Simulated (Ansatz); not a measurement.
# SnO: one candidate structure

Aim: relax SnO from this start, structure listed in a database for this formula (Cmce, No. 64), and see where it ends.

Computed with Ansatz 0.2.0 (DFT PBE, scalar-relativistic, plane waves, PAW, unless a step's input says otherwise).

### 1 The system as given

The structure is orthorhombic, space group Cmce (No. 64). The conventional cell has a = 5.474 Å, b = 5.476 Å, c = 10.222 Å, α = 90.00°, β = 90.00°, γ = 90.00°. Sn (site symmetry m) is surrounded by 4 O at 2.25 to 2.26 Å. Around O (site symmetry 2) lie 4 Sn at 2.25 to 2.26 Å.

Coordinates:

```
Sn O
1.0
     2.73691   -2.73780    0.00000
     2.73691    2.73780    0.00000
     0.00000    0.00000   10.22196
Sn O
4 4
Direct
  0.73655 0.26345 0.86386
  0.26345 0.73655 0.13614
  0.76345 0.23655 0.36386
  0.23655 0.76345 0.63614
  0.26194 0.23806 0.25000
  0.73806 0.76194 0.75000
  0.23806 0.26194 0.75000
  0.76194 0.73806 0.25000
```

### 2 A first look at the start

File input.yaml:

```yaml
crystal:
  lattice:
    - [2.736912, -2.737796, 0.0]
    - [2.736912, 2.737796, 0.0]
    - [0.0, 0.0, 10.22196]
  atoms:
    - { symbol: Sn, position: [0.736547, 0.263453, 0.863858] }
    - { symbol: Sn, position: [0.263453, 0.736547, 0.136142] }
    - { symbol: Sn, position: [0.763453, 0.236547, 0.363858] }
    - { symbol: Sn, position: [0.236547, 0.763453, 0.636142] }
    - { symbol: O, position: [0.261944, 0.238056, 0.25] }
    - { symbol: O, position: [0.738056, 0.761944, 0.75] }
    - { symbol: O, position: [0.238056, 0.261944, 0.75] }
    - { symbol: O, position: [0.761944, 0.738056, 0.25] }
basis:
  ecutwfc: 420
kpoints:
  mp_grid: { grid: [6, 6, 2] }
hamiltonian:
  xc: pbe
scf:
  occupations: { method: gaussian, width: 0.1 }
  lower_state_search: "off"
output:
  forces: true
  stress: true
  eigenvalues: true
```

The run is started by

```sh
> ansatz run input.yaml --threads 1 --pin off --max-ram 2560MiB --backend cpu --events-out ev --progress --plain --runs-dir out
```

The program printed, shortened:

```text
[...]
SCF converged after 7 iterations
Free energy (F): -26366.802419 eV
[...]
E sigma→0 (E₀):  -26366.802418 eV
Entropy (-TS):   -0.000001 eV (-0.000 meV/atom)
Fermi energy:    8.863139 eV
[...]
--- Forces (eV/Å), atoms counted from 1 ---
  atom   1  Sn    -0.00000000    -0.04754579    -0.08374553
  atom   2  Sn    -0.00000000     0.04754579     0.08374553
  atom   3  Sn    -0.00000000     0.04754579    -0.08374553
  atom   4  Sn    -0.00000000    -0.04754579     0.08374553
  atom   5  O     -0.00000000     0.00010550     0.00000000
  atom   6  O      0.00000000    -0.00010550     0.00000000
  atom   7  O      0.00000000    -0.00010550    -0.00000000
  atom   8  O     -0.00000000     0.00010550    -0.00000000
[...]
--- Stress (GPa, compression-positive) ---
       -0.354976       0.000000       0.000000
        0.000000      -0.351016       0.000000
        0.000000       0.000000      -0.458080
  P = ⅓ Tr σ = -0.3880 GPa (-3.880 kbar)
--- Band table (eV; the first three rows and the last of 26) ---
[...]
```

Wall time 9.9 s (1 thread of Arm Neoverse V2, shared host); peak memory 0.43 GiB.

The probe gives pressure -0.4 GPa, largest force 0.10 eV/Å, gap on this mesh 0.53 eV. The gap decides the next run's mesh: 10×10×4 points and a smearing of 0.02 eV.

### 3 Relaxing cell and atoms

input.yaml, as its differences from that of step 2:

```diff
@@ -17,3 +17,3 @@
 kpoints:
-  mp_grid: { grid: [6, 6, 2] }
+  mp_grid: { grid: [10, 10, 4] }
 hamiltonian:
@@ -21,4 +21,3 @@
 scf:
-  occupations: { method: gaussian, width: 0.1 }
-  lower_state_search: "off"
+  occupations: { method: gaussian, width: 0.02 }
 output:
@@ -27 +26,6 @@
   eigenvalues: true
+relax:
+  adjacent_minimum: "off"
+  f_tol: 0.01
+  max_steps: 80
+  cell: { stress_tol: 0.05 }
```

The run is started by

```sh
> ansatz run input.yaml --threads 1 --pin off --max-ram 2560MiB --backend cpu --events-out ev --progress --plain --runs-dir out
```

The program printed:

```text
Warning: RAYON_NUM_THREADS=1 ignored (pool sized by the plan → 1); use --threads N
Engine: ansatz 0.2.0, aarch64-unknown-linux-gnu
Pseudopotentials: kind: paw
Pseudopotential: Sn, paw, valence charge 14, recommended cutoff 420 eV (normal), Sn.paw.azcp
Pseudopotential: O, paw, valence charge 6, recommended cutoff 420 eV (normal), O.paw.azcp
Functional definition: PBE
  parameter kappa = 0.804
  parameter beta = 0.06672455060314922
  exchange = pbe_x(kappa = kappa, mu = beta*pi^2/3)
  correlation = pbe_c(beta = beta)
Crystal: 8 atoms, lattice volume = 153.188 Å³
Basis set: ecut = 420 eV, 3027 PW (Γ), exchange–correlation on 54×54×144 points (8 copies of the dense FFT grid, shifted against one another)
Bands: 48, of which v1, the nominal top of the filled ones, is band 40 counted from 1 (39 counted from 0)
Symmetry: 8 space group operations
Space group: Cmce (ITA 64), of the structure as read, at distance tolerance 5.4e-5 Å
k-points: 93 of 400
Non-local potential: Sn, projectors of the file, l = 0: 2, l = 1: 2, l = 2: 2, l = 3: 2
Non-local potential: O, projectors of the file, l = 0: 2, l = 1: 2, l = 2: 1
PAW form: soft (Blöchl's): semilocal exchange-correlation on the pseudo side does not see the compensation charge
PAW one-centre angular grid: Sn, 590 points (default); XC on 64 Gauss nodes
PAW one-centre angular grid: O, 110 points (default); XC on 64 Gauss nodes
Initial density: superposition of atomic densities (neutral atoms: chi_scale 0, normalization atom), corrected by the library's trained network
Initial wavefunctions: pseudopotential atomic-orbital guess
Functional: x = pbe(κ = 0.804, μ = 0.2195149727645171), c = pbe(β = 0.06672455060314922)
SCF iter   1: F=—  HF=-26366.799310 eV  |F-HF|=—  |Δ(HF+E_count)|=         —  Δρ=1.33e-3  dr2=2.28e-3  ethr=1.77e-3  ⟨swp⟩=6.4  Hψ=17589  notcnv=0  defer=3
preconditioner: auto → Resta (q_TF=auto, 2.448 Å⁻¹)  ε∞=3.3  [insulator: Δε(μ)=0.541 eV  Ē_g=17.827 eV  σ=0.020 eV  W_gap=1.00  n_scr=38 (ndim 8)  ℏωp=26.8 eV  f_vac=0.036  D(μ)=0.00/eV (n_scr^D=0)  ε∞_Penn≈3.3]
SCF iter   2: F=—  HF=-26366.801264 eV  |F-HF|=—  |Δ(HF+E_count)|=   1.95e-3  Δρ=8.63e-4  dr2=7.66e-4  ethr=2.85e-6  ⟨swp⟩=2.4  Hψ=9521  notcnv=0  defer=286
SCF iter   3: F=—  HF=-26366.802198 eV  |F-HF|=—  |Δ(HF+E_count)|=   9.34e-4  Δρ=4.11e-4  dr2=2.36e-4  ethr=9.58e-7  ⟨swp⟩=2.2  Hψ=6939  notcnv=0  defer=286
SCF iter   4: F=—  HF=-26366.802228 eV  |F-HF|=—  |Δ(HF+E_count)|=   2.94e-5  Δρ=1.17e-4  dr2=3.03e-5  ethr=2.95e-7  ⟨swp⟩=2.0  Hψ=6016  notcnv=0  defer=286
SCF iter   5: F=—  HF=-26366.802141 eV  |F-HF|=—  |Δ(HF+E_count)|=   8.68e-5  Δρ=3.28e-5  dr2=1.69e-6  ethr=3.79e-8  ⟨swp⟩=2.6  Hψ=7061  notcnv=0  defer=286
SCF iter   6: F=—  HF=-26366.802143 eV  |F-HF|=—  |Δ(HF+E_count)|=   1.98e-6  Δρ=1.09e-5  dr2=1.88e-7  ethr=2.11e-9  ⟨swp⟩=2.7  Hψ=7258  notcnv=0  defer=286
SCF iter   7: F=-26366.802143 eV  HF=-26366.802143 eV  |F-HF|=1.09e-8  |Δ(HF+E_count)|=   2.95e-7  Δρ=2.38e-6  dr2=7.77e-9  ethr=1.25e-10  ⟨swp⟩=9.7  Hψ=18789  notcnv=0
SCF 1 converged in 7 iterations: F = -26366.802143 eV  dr2 = 7.77e-9
relax step   1: F+E_penalty+E_count = -26366.80214319 eV  Δ(F+E_penalty+E_count) = +0.000e0 eV  max|allowed force component| = 8.299e-2 eV/Å  Δτ_max = 0.0000 Å  P = -0.389 GPa  Ω = 153.188 Å³  (7 SCF iters, dr2 threshold 1.00e-7 eV, accepted)
Crystal: 8 atoms, lattice volume = 153.013 Å³
Initial density: handed on by an earlier stage of this run
Initial wavefunctions: those handed on with the density
iter 1 solved again at ethr=4.74e-4 eV; its pass at ethr=3.10e-3 eV (dr2=3.79e-1 eV) is discarded
SCF iter   1: F=—  HF=-26366.857127 eV  |F-HF|=—  |Δ(HF+E_count)|=         —  Δρ=1.95e-2  dr2=3.79e-1  ethr=4.74e-4  ⟨swp⟩=1.5  Hψ=24311  notcnv=0
preconditioner: auto → Resta (q_TF=auto, 2.449 Å⁻¹)  ε∞=3.2  [insulator: Δε(μ)=0.562 eV  Ē_g=17.906 eV  σ=0.020 eV  W_gap=1.00  n_scr=38 (ndim 8)  ℏωp=26.8 eV  f_vac=0.036  D(μ)=0.00/eV (n_scr^D=0)  ε∞_Penn≈3.2]
SCF iter   2: F=—  HF=-26366.789597 eV  |F-HF|=—  |Δ(HF+E_count)|=   6.75e-2  Δρ=9.13e-3  dr2=7.42e-2  ethr=4.73e-4  ⟨swp⟩=3.4  Hψ=8835  notcnv=0
SCF iter   3: F=—  HF=-26366.789361 eV  |F-HF|=—  |Δ(HF+E_count)|=   2.36e-4  Δρ=2.63e-3  dr2=7.74e-3  ethr=9.27e-5  ⟨swp⟩=3.4  Hψ=9012  notcnv=0
SCF iter   4: F=—  HF=-26366.790142 eV  |F-HF|=—  |Δ(HF+E_count)|=   7.81e-4  Δρ=1.60e-3  dr2=3.66e-3  ethr=9.67e-6  ⟨swp⟩=2.1  Hψ=7067  notcnv=0
SCF iter   5: F=—  HF=-26366.789503 eV  |F-HF|=—  |Δ(HF+E_count)|=   6.40e-4  Δρ=2.36e-4  dr2=7.55e-5  ethr=4.58e-6  ⟨swp⟩=2.0  Hψ=6639  notcnv=0
SCF iter   6: F=—  HF=-26366.789445 eV  |F-HF|=—  |Δ(HF+E_count)|=   5.80e-5  Δρ=5.67e-5  dr2=5.00e-6  ethr=9.44e-8  ⟨swp⟩=2.1  Hψ=8108  notcnv=0
SCF iter   7: F=-26366.789450 eV  HF=-26366.789450 eV  |F-HF|=1.06e-7  |Δ(HF+E_count)|=   5.35e-6  Δρ=1.06e-5  dr2=1.80e-7  ethr=6.44e-10  ⟨swp⟩=5.5  Hψ=21179  notcnv=0
SCF 2 converged in 7 iterations: F = -26366.789450 eV  dr2 = 1.80e-7
relax step   2: F+E_penalty+E_count = -26366.78945030 eV  Δ(F+E_penalty+E_count) = +1.269e-2 eV  max|allowed force component| = 6.635e-2 eV/Å  Δτ_max = 0.1920 Å  P = +0.145 GPa  Ω = 153.013 Å³  energy of the carried Pulay correction = +4.519e-4 eV  (7 SCF iters, dr2 threshold 5.15e-7 eV, rejected (line search))
Crystal: 8 atoms, lattice volume = 152.768 Å³
Basis set: ecut = 420 eV, 3019 PW (Γ), exchange–correlation on 54×54×144 points (8 copies of the dense FFT grid, shifted against one another)
iter 1 solved again at ethr=1.94e-4 eV; its pass at ethr=3.10e-3 eV (dr2=1.55e-1 eV) is discarded
SCF iter   1: F=—  HF=-26366.839330 eV  |F-HF|=—  |Δ(HF+E_count)|=         —  Δρ=1.27e-2  dr2=1.59e-1  ethr=1.94e-4  ⟨swp⟩=2.0  Hψ=21018  notcnv=0
preconditioner: auto → Resta (q_TF=auto, 2.449 Å⁻¹)  ε∞=3.3  [insulator: Δε(μ)=0.540 eV  Ē_g=17.871 eV  σ=0.020 eV  W_gap=1.00  n_scr=38 (ndim 8)  ℏωp=26.9 eV  f_vac=0.035  D(μ)=0.00/eV (n_scr^D=0)  ε∞_Penn≈3.3]
SCF iter   2: F=—  HF=-26366.810986 eV  |F-HF|=—  |Δ(HF+E_count)|=   2.83e-2  Δρ=5.96e-3  dr2=3.08e-2  ethr=1.94e-4  ⟨swp⟩=3.6  Hψ=8919  notcnv=0
SCF iter   3: F=—  HF=-26366.810951 eV  |F-HF|=—  |Δ(HF+E_count)|=   3.49e-5  Δρ=1.60e-3  dr2=2.88e-3  ethr=3.85e-5  ⟨swp⟩=3.4  Hψ=8984  notcnv=0
SCF iter   4: F=—  HF=-26366.811354 eV  |F-HF|=—  |Δ(HF+E_count)|=   4.03e-4  Δρ=1.04e-3  dr2=1.51e-3  ethr=3.60e-6  ⟨swp⟩=2.1  Hψ=7065  notcnv=0
SCF iter   5: F=—  HF=-26366.811075 eV  |F-HF|=—  |Δ(HF+E_count)|=   2.79e-4  Δρ=1.54e-4  dr2=3.19e-5  ethr=1.89e-6  ⟨swp⟩=2.0  Hψ=6030  notcnv=0
SCF iter   6: F=—  HF=-26366.811001 eV  |F-HF|=—  |Δ(HF+E_count)|=   7.43e-5  Δρ=3.70e-5  dr2=1.99e-6  ethr=3.98e-8  ⟨swp⟩=2.1  Hψ=8083  notcnv=0
SCF iter   7: F=—  HF=-26366.811002 eV  |F-HF|=—  |Δ(HF+E_count)|=   1.17e-6  Δρ=6.53e-6  dr2=6.41e-8  ethr=2.49e-9  ⟨swp⟩=2.1  Hψ=6072  notcnv=0
SCF iter   8: F=—  HF=-26366.811002 eV  |F-HF|=—  |Δ(HF+E_count)|=   5.45e-8  Δρ=2.04e-6  dr2=6.15e-9  ethr=8.01e-11  ⟨swp⟩=2.0  Hψ=8184  notcnv=0
SCF iter   9: F=—  HF=-26366.811002 eV  |F-HF|=—  |Δ(HF+E_count)|=   6.66e-9  Δρ=5.67e-7  dr2=4.16e-10  ethr=7.68e-12  ⟨swp⟩=2.0  Hψ=8184  notcnv=0
SCF iter  10: F=-26366.811002 eV  HF=-26366.811002 eV  |F-HF|=2.55e-11  |Δ(HF+E_count)|=  8.40e-10  Δρ=1.02e-7  dr2=1.31e-11  ethr=1.00e-12  ⟨swp⟩=5.4  Hψ=16739  notcnv=0
SCF 3 converged in 10 iterations: F = -26366.811002 eV  dr2 = 1.31e-11
relax step   3: F+E_penalty+E_count = -26366.81100190 eV  Δ(F+E_penalty+E_count) = -8.859e-3 eV  max|allowed force component| = 1.764e-2 eV/Å  Δτ_max = 0.0699 Å  P = -0.053 GPa  Ω = 152.768 Å³  energy of the carried Pulay correction = +1.083e-3 eV  (10 SCF iters, accepted)
[... 11 lines left out ...]
relax step   4: F+E_penalty+E_count = -26366.81309636 eV  Δ(F+E_penalty+E_count) = -2.094e-3 eV  max|allowed force component| = 1.609e-2 eV/Å  Δτ_max = 0.0078 Å  P = -0.003 GPa  Ω = 152.035 Å³  energy of the carried Pulay correction = +2.978e-3 eV  (6 SCF iters, dr2 threshold 3.21e-8 eV, accepted)
[... 10 lines left out ...]
relax step   5: F+E_penalty+E_count = -26366.81303893 eV  Δ(F+E_penalty+E_count) = +5.744e-5 eV  max|allowed force component| = 1.107e-2 eV/Å  Δτ_max = 0.0035 Å  P = +0.025 GPa  Ω = 152.107 Å³  energy of the carried Pulay correction = +2.791e-3 eV  (6 SCF iters, dr2 threshold 1.62e-8 eV, accepted)
[... 10 lines left out ...]
relax step   6: F+E_penalty+E_count = -26366.81299032 eV  Δ(F+E_penalty+E_count) = +4.861e-5 eV  max|allowed force component| = 1.822e-4 eV/Å  Δτ_max = 0.0021 Å  P = +0.000 GPa  Ω = 152.159 Å³  energy of the carried Pulay correction = +2.657e-3 eV  (6 SCF iters, dr2 threshold 7.66e-9 eV, accepted)
Initial wavefunctions: pseudopotential atomic-orbital guess (no wavefunctions were taken with the density)
iter 1 solved again at ethr=1.10e-7 eV; its pass at ethr=3.10e-3 eV (dr2=8.81e-5 eV) is discarded
SCF iter   1: F=—  HF=-26366.810569 eV  |F-HF|=—  |Δ(HF+E_count)|=         —  Δρ=4.63e-5  dr2=5.30e-7  ethr=1.10e-7  ⟨swp⟩=3.3  Hψ=29019  notcnv=0
SCF iter   2: F=—  HF=-26366.810487 eV  |F-HF|=—  |Δ(HF+E_count)|=   8.26e-5  Δρ=2.28e-5  dr2=2.43e-7  ethr=6.62e-10  ⟨swp⟩=2.8  Hψ=8523  notcnv=0
SCF iter   3: F=—  HF=-26366.810487 eV  |F-HF|=—  |Δ(HF+E_count)|=   2.00e-7  Δρ=1.13e-5  dr2=3.20e-8  ethr=3.04e-10  ⟨swp⟩=2.0  Hψ=5872  notcnv=0
SCF iter   4: F=—  HF=-26366.810487 eV  |F-HF|=—  |Δ(HF+E_count)|=   6.67e-8  Δρ=7.44e-7  dr2=7.26e-10  ethr=4.00e-11  ⟨swp⟩=2.0  Hψ=6324  notcnv=0
SCF iter   5: F=-26366.810487 eV  HF=-26366.810487 eV  |F-HF|=4.37e-11  |Δ(HF+E_count)|=  2.29e-10  Δρ=2.39e-7  dr2=3.61e-11  ethr=1.00e-12  ⟨swp⟩=4.0  Hψ=18799  notcnv=0
SCF 7 converged in 5 iterations: F = -26366.810487 eV  dr2 = 3.61e-11
relax step   7: F+E_penalty+E_count = -26366.81048700 eV  Δ(F+E_penalty+E_count) = +2.503e-3 eV  max|allowed force component| = 3.585e-4 eV/Å  Δτ_max = 0.0000 Å  P = -0.023 GPa  Ω = 152.159 Å³  stress off target by 4.45e-2 GPa  SCF on the basis re-selected at this cell (its energy is not comparable with the rows above)  (5 SCF iters)
basis re-selected at this cell: Δ(F+E_penalty+E_count) = +2.503e-3 eV, ΔP = -0.023 GPa vs the last step (what re-selecting the basis moved, of the pressure what is left beyond the Pulay correction that the steps carried, after the strain that the cell walked since its last selection, with what the two solves' SCF thresholds leave and, on support functions, any second-order correction that the steps lacked; it is no measure of the basis error at this ecutwfc). This SCF's stress stands 4.45e-2 GPa from its target on what of the cell is left free (relax.cell.stress_tol is 5.00e-2 GPa) and its largest allowed force component is 3.59e-4 eV/Å (relax.f_tol is 1.00e-2 eV/Å): within both
SCF converged after 5 iterations
Free energy (F): -26366.810487 eV
Harris-Foulkes:  -26366.810487 eV  (|F-HF|=4.37e-11)
Internal energy: -26366.810487 eV  (E = F + TS)
E sigma→0 (E₀):  -26366.810487 eV
Fermi energy:    8.952456 eV
--- Per-component energies (eV) ---
  E_band       = -449.303563
  E_kinetic    = 1443.383969
  E_local      = -5823.266592  (includes V_loc(G=0)·N_el)
  E_nonlocal   = 63.532592
  E_hartree    = 3093.813451
  E_xc         = -1824.832363
  E_vxc        = -759.539476  (∫ρ·V_xc dr)
  E_paw        = -17176.033170  (= ΣΔE_a)
  E_vpaw       = -1561.050628  (= ΣTr[D̂ρ^β])
  E_aug_tail   = 0.009502  (compensation charges beyond the density's cutoff)
  E_ewald      = -6143.417876
  E_smearing   = -0.000000  (= −TS)
  E_closure    = 0.000000  (closes the sum)
  Σ components = -26366.810487   (vs F -26366.810487, Δ=0.00e0)
--- Forces (eV/Å), atoms counted from 1 ---
  atom   1  Sn     0.00000000    -0.00005660     0.00035852
  atom   2  Sn     0.00000000     0.00005660    -0.00035852
  atom   3  Sn     0.00000000     0.00005660     0.00035852
  atom   4  Sn     0.00000000    -0.00005660    -0.00035852
  atom   5  O      0.00000000    -0.00018239     0.00000000
  atom   6  O      0.00000000     0.00018239    -0.00000000
  atom   7  O      0.00000000     0.00018239     0.00000000
  atom   8  O      0.00000000    -0.00018239     0.00000000
  max |Σ_I F_I| component: 0.00e0 eV/Å
--- Stress (GPa, compression-positive) ---
       -0.012098       0.000000       0.000000
        0.000000      -0.011034       0.000000
        0.000000       0.000000      -0.044479
  P = ⅓ Tr σ = -0.0225 GPa (-0.225 kbar)
--- Band table (eV; the first three rows and the last of 93) ---
  k-point 0: bands = ["-13.0505", "-13.0418", "-12.6973", "-12.6885", "-12.6770", "-12.6770", "-12.6575", "-12.6575", "-12.6537", "-12.6453", "-12.6314", "-12.6195", "-12.6191", "-12.6108", "-12.6057", "-12.5989", "-12.5989", "-12.5945", "-12.5779", "-12.5779", "-10.9882", "-10.9669", "-8.6131", "-8.6128", "0.1482", "1.3298", "2.5045", "2.8901", "2.8901", "2.9655", "2.9655", "5.2650", "5.5004", "5.5486", "5.8108", "5.8109", "5.8244", "5.8245", "6.7471", "8.6934", "10.4659", "10.6230", "12.0233", "12.0234", "12.4559", "12.7536", "13.6218", "13.6219"]
  k-point 1: bands = ["-13.0492", "-13.0431", "-12.6960", "-12.6898", "-12.6747", "-12.6747", "-12.6611", "-12.6611", "-12.6527", "-12.6469", "-12.6301", "-12.6222", "-12.6176", "-12.6118", "-12.6031", "-12.5956", "-12.5950", "-12.5950", "-12.5805", "-12.5805", "-10.9850", "-10.9700", "-8.6131", "-8.6129", "0.2540", "1.0101", "2.9009", "2.9010", "2.9542", "2.9542", "2.9620", "4.7197", "5.5073", "5.5413", "5.8129", "5.8130", "5.8228", "5.8229", "7.2510", "8.5247", "10.4313", "10.5177", "12.1531", "12.1532", "12.5826", "12.8345", "13.1035", "13.1035"]
  k-point 2: bands = ["-13.0462", "-13.0462", "-12.6929", "-12.6929", "-12.6685", "-12.6685", "-12.6685", "-12.6685", "-12.6500", "-12.6500", "-12.6267", "-12.6267", "-12.6144", "-12.6144", "-12.5988", "-12.5988", "-12.5871", "-12.5871", "-12.5871", "-12.5871", "-10.9775", "-10.9775", "-8.6130", "-8.6130", "0.5597", "0.5597", "2.9274", "2.9274", "2.9274", "2.9274", "3.8131", "3.8131", "5.5242", "5.5242", "5.8183", "5.8183", "5.8184", "5.8184", "8.0034", "8.0034", "10.4114", "10.4114", "12.5287", "12.5287", "12.5288", "12.5288", "12.8072", "12.8072"]
  k-point 92: bands = ["-12.9723", "-12.9723", "-12.9723", "-12.9723", "-12.6663", "-12.6663", "-12.6663", "-12.6663", "-12.6344", "-12.6344", "-12.6344", "-12.6344", "-12.5796", "-12.5796", "-12.5796", "-12.5796", "-12.5705", "-12.5705", "-12.5705", "-12.5705", "-9.4518", "-9.4518", "-9.4517", "-9.4517", "0.1296", "0.1296", "0.1297", "0.1297", "3.7791", "3.7791", "3.7792", "3.7792", "6.4648", "6.4648", "6.4648", "6.4648", "6.6228", "6.6228", "6.6228", "6.6228", "9.9530", "9.9530", "9.9530", "9.9530", "13.7915", "13.7915", "13.7916", "13.7916"]
--- Relaxed structure (6 steps of the walk, 5 accepted, 1 SCFs on fresh bases) ---
  F+E_penalty+E_count = -26366.81048700 eV   max|allowed force component| = 3.585e-4 eV/Å   (the final SCF, on the basis selected at the relaxed cell)
  cell:  # Å, volume = 152.1588 Å³
    - [2.735000292070708, -2.734980558950669, 0.0]
    - [2.735000292070708, 2.734980558950669, 0.0]
    - [0.0, 0.0, 10.17080987890843]
  atoms:
    - { symbol: Sn, position: [0.7500290688249861, 0.2499709311750138, 0.8640178876074218] }
    - { symbol: Sn, position: [0.2499709311750138, 0.7500290688249861, 0.13598211239257801] }
    - { symbol: Sn, position: [0.7499709311750138, 0.25002906882498616, 0.364017887607422] }
    - { symbol: Sn, position: [0.25002906882498616, 0.7499709311750138, 0.6359821123925781] }
    - { symbol: O, position: [0.24996354657094513, 0.2500364534290549, 0.25] }
    - { symbol: O, position: [0.750036453429055, 0.749963546570945, 0.7499999999999999] }
    - { symbol: O, position: [0.2500364534290549, 0.24996354657094513, 0.7499999999999999] }
    - { symbol: O, position: [0.749963546570945, 0.750036453429055, 0.25] }
```

It took 4.6 min on 1 thread of Arm Neoverse V2, shared host; peak memory 0.71 GiB.

Relaxation path:

```
step  E - E(step 1) (eV/cell)  largest force component (eV/Å)  pressure (GPa)  volume (Å³)
   1                   0.0000                          0.0830           -0.39       153.19
   2                   0.0127                          0.0664            0.14       153.01
   3                  -0.0089                          0.0176           -0.05       152.77
   4                  -0.0110                          0.0161            0.00       152.04
   5                  -0.0109                          0.0111            0.03       152.11
   6                  -0.0108                          0.0002            0.00       152.16
   7                  -0.0083                          0.0004           -0.02       152.16
```

Step 1 is the start. Step 7 repeats the geometry before it on a plane-wave basis chosen anew for that cell, so its energy need not be comparable with the rows above. Step 2 was tried and not accepted.

Lengths and angles in the start's conventional setting:

|  | before | after | change |
| --- | --- | --- | --- |
| a (Å) | 5.474 | 5.470 | -0.1 % |
| b (Å) | 5.476 | 5.470 | -0.1 % |
| c (Å) | 10.222 | 10.171 | -0.5 % |
| volume (Å³/atom) | 19.15 | 19.02 | -0.7 % |
| shortest distance (Å) | 2.254 | 2.255 | +0.1 % |
| space group (0.01 Å) | Cmce | P4/nmm | changed |

### 4 Results

Formation energies count from the elements, computed with the same settings in runs not shown here.

```
                          quantity                                                                      value
               cell (conventional)  a = 3.868 Å, b = 3.868 Å, c = 5.085 Å, α = 90.00°, β = 90.00°, γ = 90.00°
                       space group                                                           P4/nmm (No. 129)
                            volume                                                              19.02 Å³/atom
                   gap on the mesh                                                                    0.52 eV
formation energy from the elements                                                             -1.261 eV/atom
```

In words: The structure ended in another space group than at the start: Cmce to P4/nmm. With -1.26 eV/atom it lies under the elements, which doesn't yet make it stable against other compounds of them.

The gaps are Kohn-Sham values of a semilocal functional, not quasiparticle or optical gaps. Such gaps usually fall short of the measured ones.
